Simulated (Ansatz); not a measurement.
# Ta2CF2 MXene monolayer in a perpendicular field, part 2 of 4

What dipole does a perpendicular field induce in the Ta2CF2 MXene monolayer? A positive field points along +c.

Ansatz 0.2.0; plane-wave DFT, PBE-D3(BJ), Ansatz PAW (the session's first sound run).

So far. Step 2 (Relaxation): The lattice constant a goes from 3.226 to 3.182 Å.

**3. Atoms held, field 0, start network**

A sawtooth potential applies the field, turning back in the middle of the vacuum. With the dipole correction the typed value is the field outside the slab. The induced dipole is small, so the SCF threshold is tight.

The cell differs from the one that the last finished run ended in (c 39.986 → 23.004 Å).

input.yaml reads:

```yaml
crystal:
  lattice:
    - [3.1824949946, 0.0, 0.0]
    - [-1.5912474973, 2.7561215128, 0.0]
    - [0.0, 0.0, 23.0035240527]
  atoms:
    - { symbol: F, position: [0.3333333333, 0.6666666667, 0.3912444015] }
    - { symbol: Ta, position: [0.6666666667, 0.3333333333, 0.4524431154] }
    - { symbol: C, position: [0.0, 0.0, 0.5] }
    - { symbol: Ta, position: [0.3333333333, 0.6666666667, 0.5475568846] }
    - { symbol: F, position: [0.6666666667, 0.3333333333, 0.6087555985] }
kpoints:
  mp_grid: { grid: [18, 18, 1] }
  band_path:
    path: [[0, 0, 0], [0.5, 0, 0], [0.33333333, 0.33333333, 0], [0, 0, 0]]
    npoints: 16
hamiltonian:
  xc: pbe
  dispersion: d3bj
scf:
  occupations: { method: fermi_dirac, width: 0.02585 }
  convergence: { dr2_threshold: 1.0e-10 }
efield:
  axis: 3
  dipole_correction: true
  ramp_position: 0.97
  ramp_width: 0.06
  amplitude: 0
output:
  dos: { projected: true, e_range: [-6, 5] }
  bader: true
  write_potential: true
  write_density: true
  volumetric_format: npy
  elf: true
```

Launch:

```
$ ansatz run input.yaml --threads 4 --pin off --max-ram 6144MiB --backend cpu --events-out ev --progress --plain --runs-dir out
```

Numbers of over 12 decimals in the logs are rounded to 6 here.

The log of the run:

```text
[...]
Crystal: 5 atoms, lattice volume = 201.772 Å³
Basis set: ecut = 420 eV, 3965 PW (Γ)
Bands: 27, of which v1, the nominal top of the filled ones, is band 22 counted from 1 (21 counted from 0)
Symmetry: 6 space group operations
k-points: 37 of 324 (time reversal used)
[...]
SCF iter   1: F=—  HF=-21735.521090 eV  |F-HF|=—  |Δ(HF+E_count)|=         —  Δρ=4.38e-3  dr2=1.03e-1  ethr=1.77e-3  p=-0.000 e·Å  D=-1.97e-15 V/Å  ΔV_dip=0.00 eV  dr2_dipole=2.48e-10  V_vac-E_F(+/−)=4.76/4.76 eV  ⟨swp⟩=8.4  Hψ=5672  notcnv=0
efield: sawtooth ramp at fractional position 0.9700 (set: `efield.ramp_position`, or a place that a band, a saddle search or an elastic batch's reference lends), width 0.0600; the density the first Hamiltonian is built on has a dipole p = -0.000 e·Å; the dipole correction subtracts the counter field D = -1.97e-15 V/Å, which shifts the + side's vacuum level by +0.00 eV against the − side's; the planar-averaged density in the ramp window peaks in size at 1.4e-5 e/Å³
[...]
SCF iter   2: F=—  HF=-21735.499791 eV  |F-HF|=—  |Δ(HF+E_count)|=   2.13e-2  Δρ=2.22e-3  dr2=2.22e-2  ethr=2.34e-4  p=0.000 e·Å  D=1.69e-5 V/Å  ΔV_dip=-0.00 eV  dr2_dipole=3.98e-9  V_vac-E_F(+/−)=3.56/3.56 eV  ⟨swp⟩=4.9  Hψ=2809  notcnv=0  defer=21
[...]
SCF iter   9: F=-21735.494266 eV  HF=-21735.494266 eV  |F-HF|=1.60e-10  |Δ(HF+E_count)|=   1.23e-9  Δρ=2.08e-7  dr2=5.23e-11  ethr=1.00e-12  p=0.000 e·Å  D=2.50e-8 V/Å  ΔV_dip=-0.00 eV  dr2_dipole=1.20e-14  V_vac-E_F(+/−)=3.83/3.83 eV  ⟨swp⟩=6.1  Hψ=4248  notcnv=0
SCF 1 converged in 9 iterations: F = -21735.494266 eV  dr2 = 5.23e-11
[...]
NSCF: frozen V_eff on 49 k-points
efield: sawtooth ramp at fractional position 0.9700 (kept from the solve that this one continues, or follows in the run), width 0.0600; the density the first Hamiltonian is built on has a dipole p = 0.000 e·Å; the dipole correction subtracts the counter field D = 2.50e-8 V/Å, which shifts the + side's vacuum level by -0.00 eV against the − side's; the planar-averaged density in the ramp window peaks in size at 3.6e-6 e/Å³
[...]
SCF converged after 9 iterations
Free energy (F): -21735.494266 eV
[...]
Internal energy: -21735.491966 eV  (E = F + TS)
E sigma→0 (E₀):  -21735.493116 eV
Entropy (-TS):   -0.002301 eV (-0.460 meV/atom)
Fermi energy:    1.992111 eV
Dipole field:    D = -0.000000 V/Å  (p = -0.000000 e·Å, saw-weighted, corrected)
Work function:   Φ+ = 3.8296 eV   Φ− = 3.8297 eV
Levels:          The Fermi level and band energies are counted from a zero that moves with the ramp; work functions are not
[...]
--- Band table (eV; the first three rows and the last of 37) ---
  k-point 0: bands = [... 18 lower, -3.1768, -3.1768, 0.2571, 0.2571, 1.3784, 2.5952, 3.3119, 3.3119, ... 1 higher]
  k-point 1: bands = [... 18 lower, -3.2795, -3.1922, 0.1415, 0.3298, 1.3942, 2.7546, 3.1828, 3.3071, ... 1 higher]
  k-point 2: bands = [... 18 lower, -3.5274, -3.2282, -0.1455, 0.5421, 1.4365, 2.8653, 3.2080, 3.2913, ... 1 higher]
  k-point 36: bands = [... 18 lower, -4.1919, -3.1059, 0.8194, 1.3450, 1.3450, 3.9790, 4.1074, 4.1074, ... 1 higher]
--- Bader charges: 5 sites ---
  site symbol  charge [e]  shift [e]
     0      F     -0.7696     0.0011
     1     Ta      1.7707     0.0015
     2      C     -2.0023     0.0008
     3     Ta      1.7708     0.0015
     4      F     -0.7696     0.0011
  estimated error of the sums over rays = 6.4e-4 e
```

Run time: 22 s. Hardware: 4 threads of Arm Neoverse V1, shared host; peak memory 0.59 GiB; 88 s of CPU time.

Reading the cycles: dr2 is the Hartree energy of the density residual (eV), the measure of convergence; HF is the Harris–Foulkes estimate of the energy, which meets the free energy F at convergence.

This step gave:

- energy at zero smearing: -21735.4931 eV
- work function, upper face: 3.830 eV
- dipole along the normal: -1.36e-7 e·Å

Running mean over a fixed 2.7 Å (it still follows the layers) of the planar mean; the ramp of the sawtooth is left out. Electron's electrostatic potential energy less the Fermi level against z:

```tsv
z (Å)	electron's electrostatic potential energy less the Fermi level (eV)
3.5	3.83
4.0	3.83
4.5	3.83
5.0	3.83
5.5	3.83
6.0	3.83
6.5	3.81
7.0	3.67
7.5	2.63
8.0	0.718
8.5	-1.55
9.0	-5.22
9.5	-9.07
10.0	-11.6
10.5	-13.0
11.0	-14.3
11.5	-15.5
12.0	-14.4
12.5	-13.0
13.0	-11.7
13.5	-9.09
14.0	-5.25
14.5	-1.57
15.0	0.704
15.5	2.62
16.0	3.66
16.5	3.81
17.0	3.83
17.5	3.83
18.0	3.83
18.5	3.83
19.0	3.83
19.5	3.83
```

The density of states has structure finer than the step of the table below, so its rows give means over 0.2 eV, whole bins alone (the curve runs from -6 to 1.03 eV). Peaks (eV: height): -5.81: 5.59, -5.72: 6.79, -5.26: 8.14, -5.12: 7.10, -2.50: 2.29, -0.60: 2.26, 0.78: 3.79.

Table of density of states by energy, zero at the Fermi level; means over each step:

```tsv
energy (eV)	density of states (states/eV a cell)
-5.8	3.94
-5.6	3.70
-5.4	4.55
-5.2	6.39
-5.0	1.55
-4.8	0
-4.6	0
-4.4	0
-4.2	0
-4.0	0.309
-3.8	0.673
-3.6	0.719
-3.4	0.793
-3.2	0.850
-3.0	0.931
-2.8	1.04
-2.6	1.39
-2.4	1.22
-2.2	0.971
-2.0	0.519
-1.8	0.390
-1.6	1.32
-1.4	1.67
-1.2	1.04
-1.0	0.864
-0.8	0.986
-0.6	1.36
-0.4	1.36
-0.2	1.16
0.0	1.02
0.2	0.997
0.4	0.933
0.6	0.965
0.8	3.09
```

Projected DOS per atom over height of the atomic layer and energy from the Fermi level. Layers: F Ta C Ta F from below.

Values in states/eV, 22 rows by 5 columns, each cell a mean:
```
0.12 1.15 0.08 1.15 0.12
0.04 0.46 0.05 0.46 0.04
0.03 0.42 0.05 0.42 0.03
0.04 0.47 0.04 0.47 0.04
0.05 0.63 0.04 0.63 0.05
0.04 0.43 0.04 0.43 0.04
0.03 0.40 0.03 0.40 0.03
0.05 0.71 0.04 0.71 0.05
0.03 0.38 0.02 0.38 0.03
0.02 0.25 0.03 0.25 0.02
0.05 0.44 0.07 0.44 0.05
0.06 0.52 0.08 0.52 0.06
0.05 0.39 0.06 0.39 0.05
0.04 0.34 0.05 0.34 0.04
0.03 0.30 0.03 0.30 0.03
0.02 0.20 0.01 0.20 0.02
0.00 0.00 0.00 0.00 0.00
0.00 0.00 0.00 0.00 0.00
0.01 0.07 0.24 0.07 0.01
0.27 1.07 3.00 1.07 0.27
0.30 0.76 1.72 0.76 0.30
0.51 0.68 1.50 0.68 0.51
```
Columns: height of the atomic layer (Å) from 9 to 14.0 (not evenly spaced); rows upwards: energy from the Fermi level (eV) from -5.96 to 0.97.

The electronic bands at the labelled points (eV, zero at the Fermi level):

```tsv
point	band 19	band 20	band 21	band 22	band 23	band 24	band 25	band 26
Γ	-5.17	-5.17	-1.74	-1.74	-0.61	0.60	1.32	1.32
halfway	-5.65	-5.25	-3.09	-0.42	-0.30	0.77	1.43	1.74
M	-5.07	-5.04	-4.05	1.55	1.68	1.80	2.10	2.75
halfway	-5.79	-5.08	-2.91	0.14	0.90	1.86	2.10	2.74
K	-6.18	-5.10	-1.17	-0.65	-0.65	1.99	2.12	2.12
halfway	-5.68	-5.52	-2.44	-1.70	0.83	1.25	1.46	1.76
Γ	-5.17	-5.17	-1.74	-1.74	-0.61	0.60	1.32	1.32
```

Valence density in the ca plane at fractional y = 0.333, with atoms of Ta and F within 0.2 Å of it. It is the smooth field of the valence electrons, not physical close to the nuclei.

Values in units of 1e0 e/Å³, 5 rows by 16 columns, each cell a mean:
```
0.0 0.0 0.0 0.0 0.0 0.0 0.0 0.1 1.9 1.4 0.3 0.4 1.8 0.1 0.0 0.0
0.0 0.0 0.0 0.0 0.0 0.0 0.0 0.2 3.4 2.7 0.2 0.7 7.6 0.4 0.0 0.0
0.0 0.0 0.0 0.0 0.0 0.0 0.0 0.1 2.0 1.5 0.3 0.4 1.9 0.2 0.0 0.0
0.0 0.0 0.0 0.0 0.0 0.0 0.0 0.3 0.3 0.5 0.6 0.5 0.1 0.0 0.0 0.0
0.0 0.0 0.0 0.0 0.0 0.0 0.0 0.2 0.3 0.5 0.6 0.5 0.1 0.0 0.0 0.0
```
Columns run along c (16.0 Å, from fractional 0.07 to 0.77 of the cell), rows up along a (3.2 Å). Atoms in or near the plane, at fractional coordinates: Ta at (0.45, 0.67), F at (0.61, 0.67).

Electrostatic potential energy in the ca plane at fractional y = 0.333, with atoms of Ta and F within 0.2 Å of it. With pseudopotentials it is smooth inside the atoms' cores, unlike the true potential.

Ten even steps from '0' (-44 eV) to '9' (6 eV), each cell a mean:
```
99999999999999999999986324688878888999999999
99999999999999999999863000378888721499999999
99999999999999999999861000278998500289999999
99999999999999999999873000478888721599999999
99999999999999999999986434788777888999999999
99999999999999999999988778887656789999999999
99999999999999999999998888887545789999999999
99999999999999999999988777887666789999999999
```
Columns run along c (16.0 Å, from fractional 0.07 to 0.77 of the cell; values clipped at the 3rd and 97th percentile), rows up along a (3.2 Å). Atoms in or near the plane, at fractional coordinates: Ta at (0.45, 0.67), F at (0.61, 0.67).

ELF in the ca plane at fractional y = 0.333, with atoms of Ta and F within 0.2 Å of it. It is the smooth field of the valence electrons, not physical close to the nuclei.

Ten even steps from '0' (0.00) to '9' (0.81), each cell a mean:
```
00000000000000000001112675344311378752000000
00000000000000000000027868524312899984100000
00000000000000000000038517623313887995100000
00000000000000000000026878434312799984100000
00000000000000000012212564354321268742000000
00000000000000000135531124664232111100000000
00000000000000000136642236774344100000000000
00000000000000000124421123664232112210000000
```
Columns run along c (16.0 Å, from fractional 0.07 to 0.77 of the cell), rows up along a (3.2 Å). Atoms in or near the plane, at fractional coordinates: Ta at (0.45, 0.67), F at (0.61, 0.67).

The work function of the upper face is 3.83 eV.

**4. Single point, field 0.1 V/Å**

input.yaml, as its differences from that of step 3:

```diff
@@ -25,8 +25,6 @@
   dipole_correction: true
-  ramp_position: 0.97
-  ramp_width: 0.06
-  amplitude: 0
+  ramp_position: 0.9248
+  ramp_width: 0.1504
+  amplitude: 0.1
 output:
-  dos: { projected: true, e_range: [-6, 5] }
-  bader: true
   write_potential: true
@@ -34,2 +32 @@
   volumetric_format: npy
-  elf: true
```

The log of the run:

```text
[...]
Crystal: 5 atoms, lattice volume = 201.772 Å³
Basis set: ecut = 420 eV, 3965 PW (Γ)
Bands: 27, of which v1, the nominal top of the filled ones, is band 22 counted from 1 (21 counted from 0)
Symmetry: 6 space group operations
k-points: 37 of 324 (time reversal used)
[...]
k-point 0: bands = [... 18 lower, -3.1769, -3.1769, 0.2569, 0.2569, 1.3781, 2.5932, 3.3117, 3.3117, ... 1 higher]
  k-point 1: bands = [... 18 lower, -3.2797, -3.1923, 0.1413, 0.3296, 1.3940, 2.7520, 3.1825, 3.3069, ... 1 higher]
  k-point 2: bands = [... 18 lower, -3.5274, -3.2283, -0.1457, 0.5418, 1.4362, 2.8637, 3.2014, 3.2969, ... 1 higher]
  k-point 36: bands = [... 18 lower, -4.1873, -3.1062, 0.8191, 1.3430, 1.3465, 3.9787, 4.1056, 4.1087, ... 1 higher]
[key lines of the parts left out:]
SCF converged after 12 iterations
Free energy (F): -21735.495553 eV
Fermi energy:    1.991863 eV
Dipole field:    D = 0.023072 V/Å  (p = 0.025727 e·Å, saw-weighted, corrected)
```

Wall time 10 s (4 threads); peak memory 0.57 GiB.

The dipole is 0.0257 e·Å.

**5. Atoms held, field -0.1 V/Å**

input.yaml, as its differences from that of step 4:

```diff
@@ -27,3 +27,3 @@
   ramp_width: 0.1504
-  amplitude: 0.1
+  amplitude: -0.1
 output:
```

The log of the run:

```text
[...]
Crystal: 5 atoms, lattice volume = 201.772 Å³
Basis set: ecut = 420 eV, 3965 PW (Γ)
Bands: 27, of which v1, the nominal top of the filled ones, is band 22 counted from 1 (21 counted from 0)
Symmetry: 6 space group operations
k-points: 37 of 324 (time reversal used)
[...]
k-point 0: bands = [... 18 lower, -3.1769, -3.1769, 0.2569, 0.2569, 1.3781, 2.5932, 3.3117, 3.3117, ... 1 higher]
  k-point 1: bands = [... 18 lower, -3.2797, -3.1923, 0.1413, 0.3296, 1.3940, 2.7520, 3.1825, 3.3069, ... 1 higher]
  k-point 2: bands = [... 18 lower, -3.5274, -3.2283, -0.1457, 0.5418, 1.4362, 2.8637, 3.2014, 3.2969, ... 1 higher]
  k-point 36: bands = [... 18 lower, -4.1873, -3.1062, 0.8191, 1.3430, 1.3465, 3.9787, 4.1056, 4.1087, ... 1 higher]
[key lines of the parts left out:]
SCF converged after 12 iterations
Free energy (F): -21735.495553 eV
Fermi energy:    1.991863 eV
Dipole field:    D = -0.023072 V/Å  (p = -0.025727 e·Å, saw-weighted, corrected)
```

Wall time 10 s (4 threads); peak memory 0.57 GiB; 40 s of CPU time.

The dipole is -0.0257 e·Å.

**6. Atoms held, field 0.5 V/Å**

input.yaml, as its differences from that of step 5:

```diff
@@ -25,5 +25,5 @@
   dipole_correction: true
-  ramp_position: 0.9248
-  ramp_width: 0.1504
-  amplitude: -0.1
+  ramp_position: 0.8538
+  ramp_width: 0.2924
+  amplitude: 0.5
 output:
```

The log of the run:

```text
[...]
Crystal: 5 atoms, lattice volume = 201.772 Å³
Basis set: ecut = 420 eV, 3965 PW (Γ)
Bands: 27, of which v1, the nominal top of the filled ones, is band 22 counted from 1 (21 counted from 0)
Symmetry: 6 space group operations
k-points: 37 of 324 (time reversal used)
[...]
k-point 0: bands = [... 18 lower, -3.1802, -3.1802, 0.2513, 0.2513, 1.3710, 2.5403, 3.3061, 3.3061, ... 1 higher]
  k-point 1: bands = [... 18 lower, -3.2829, -3.1957, 0.1355, 0.3240, 1.3875, 2.6840, 3.1755, 3.3013, ... 1 higher]
  k-point 2: bands = [... 18 lower, -3.5296, -3.2320, -0.1514, 0.5362, 1.4305, 2.8164, 3.1148, 3.3196, ... 1 higher]
  k-point 36: bands = [... 18 lower, -4.1727, -3.1118, 0.8133, 1.3304, 1.3477, 3.9733, 4.0930, 4.1089, ... 1 higher]
[key lines of the parts left out:]
SCF converged after 12 iterations
Free energy (F): -21735.526442 eV
Fermi energy:    1.985771 eV
Dipole field:    D = 0.115480 V/Å  (p = 0.128768 e·Å, saw-weighted, corrected)
```

The job ended after 11 s (4 threads; peak memory 0.57 GiB).

The dipole is 0.129 e·Å.

**7. Single point, field -0.3 V/Å**

input.yaml, as its differences from that of step 6:

```diff
@@ -25,6 +25,8 @@
   dipole_correction: true
-  ramp_position: 0.8538
-  ramp_width: 0.2924
-  amplitude: 0.5
+  ramp_position: 0.9217
+  ramp_width: 0.1567
+  amplitude: -0.3
 output:
+  dos: { projected: true, e_range: [-6, 5] }
+  bader: true
   write_potential: true
@@ -32 +34,2 @@
   volumetric_format: npy
+  elf: true
```

The log of the run:

```text
[...]
Crystal: 5 atoms, lattice volume = 201.772 Å³
Basis set: ecut = 420 eV, 3965 PW (Γ)
Bands: 27, of which v1, the nominal top of the filled ones, is band 22 counted from 1 (21 counted from 0)
Symmetry: 6 space group operations
k-points: 37 of 324 (time reversal used)
[...]
k-point 36: bands = [... 18 lower, -4.1790, -3.1077, 0.8175, 1.3380, 1.3484, 3.9772, 4.1006, 4.1102, ... 1 higher]
--- Bader charges: 5 sites ---
  site symbol  charge [e]  shift [e]
     0      F     -0.7632     0.0011
     1     Ta      1.7811     0.0015
     2      C     -2.0022     0.0008
     3     Ta      1.7603     0.0015
     4      F     -0.7760     0.0011
  estimated error of the sums over rays = 6.1e-4 e
[key lines of the parts left out:]
SCF converged after 12 iterations
Free energy (F): -21735.505846 eV
Fermi energy:    1.990151 eV
Dipole field:    D = -0.069242 V/Å  (p = -0.077209 e·Å, saw-weighted, corrected)
```

Elapsed: 24 s, on 4 threads; peak memory 0.58 GiB; 95 s of CPU time.

The dipole is -0.0772 e·Å.

**8. Response, atoms held**

This step: plane-wave DFT, PBE-D3(BJ), Ansatz PAW; response to a field along the normal, atoms held (Ansatz 0.2.0).

The dipoles give the slope, and the difference of two potentials shows where the field is screened.

This step gave:

- equivalent conductor thickness p/(ε₀AE): 5.307 Å
- distance between the outer atoms: 5.004 Å

Table of dipole of the cell by applied field:

```tsv
applied field (V/Å)	dipole of the cell (e·Å)
-0.300	-0.0772
-0.100	-0.0257
0.000	-1.4e-7
0.100	0.0257
0.500	0.129
```

Local field over the applied field, running mean. From the potentials at -0.1 and 0.1 V/Å; running mean over 2.5 Å. Table of local field over applied field by z:

```tsv
z (Å)	local field over applied field
4.5	1.000
5.0	1.000
5.5	0.999
6.0	0.996
6.5	0.985
7.0	0.950
7.5	0.869
8.0	0.748
8.5	0.604
9.0	0.450
9.5	0.297
10.0	0.176
10.5	0.0865
11.0	0.0313
11.5	0.00771
12.0	0.0310
12.5	0.0860
13.0	0.176
13.5	0.296
14.0	0.449
14.5	0.603
15.0	0.747
15.5	0.868
16.0	0.950
16.5	0.985
17.0	0.996
17.5	0.999
18.0	1.000
18.5	1.000
```

The induced electron density oscillates, so the rows of the table below give means over windows of 0.5 Å about each position, cut where the curve ends. Its maxima inside the range that stand out by 2 % of the span (Å: e/Å³ per V/Å): 8.48: 0.00320, 9.20: 0.00204, 10.21: 0.00144, 13.37: -6.1e-4, 14.09: -0.00137. Its minima: 8.91: 0.00137, 9.63: 6.1e-4, 12.80: -0.00144, 13.80: -0.00204, 14.52: -0.00320.

Electrons, planar mean, per unit field. Induced electron density against z; means over each step:

z (Å), induced electron density (e/Å³ per V/Å) and a bar from the least value:
```
      4.5    0.00000 ###############
      5.0    0.00000 ###############
      5.5    0.00000 ###############
      6.0    0.00002 ###############
      6.5    0.00006 ###############
      7.0    0.00022 ################
      7.5    0.00072 ###################
      8.0    0.00204 ##########################
      8.5    0.00280 ##############################
      9.0    0.00173 ########################
      9.5    0.00096 ####################
     10.0    0.00120 #####################
     10.5    0.00112 #####################
     11.0    0.00068 ###################
     11.5    0.00000 ###############
     12.0   -0.00068 ###########
     12.5   -0.00112 #########
     13.0   -0.00120 #########
     13.5   -0.00096 ##########
     14.0   -0.00172 ######
     14.5   -0.00279 
     15.0   -0.00205 ####
     15.5   -0.00073 ###########
     16.0   -0.00022 ##############
     16.5   -0.00006 ###############
     17.0   -0.00002 ###############
     17.5    0.00000 ###############
     18.0    0.00000 ###############
     18.5    0.00000 ###############
```

By hand: between -0.1 and 0.1 V/Å the dipole changes by 0.05145 e·Å, a slope of 0.2573 e·Å²/V. A perfect conductor of thickness t has p = ε₀AEt, so t = 180.95 × 0.2573 / 8.771 = 5.31 Å (e/ε₀ = 180.95 V·Å, A in Å²).

The induced dipole is that of a conductor 5.31 Å thick.

[end of part 2 of 4]

[Logs are printed without paths, hosts, clocks, repeated set-up lines and the standing remarks that a program may print on its own settings, such as how far it seeks lower states.]

[Hosts, paths, dates, database ids (printed as entryN), source tags and the programs' standing remarks are cut or masked in the printed files.]

[Maps of the electrostatic potential energy from Ansatz leave out the sawtooth potential of an applied field or a dipole correction, so their vacuum need not be flat; planar profiles and work functions include it.]

[The density of states shown here was stored with 400 of the rows of the run's finer table, so its peaks can read low, often by over a quarter, or be missed, and its means over a window can be off by a tenth or more.]
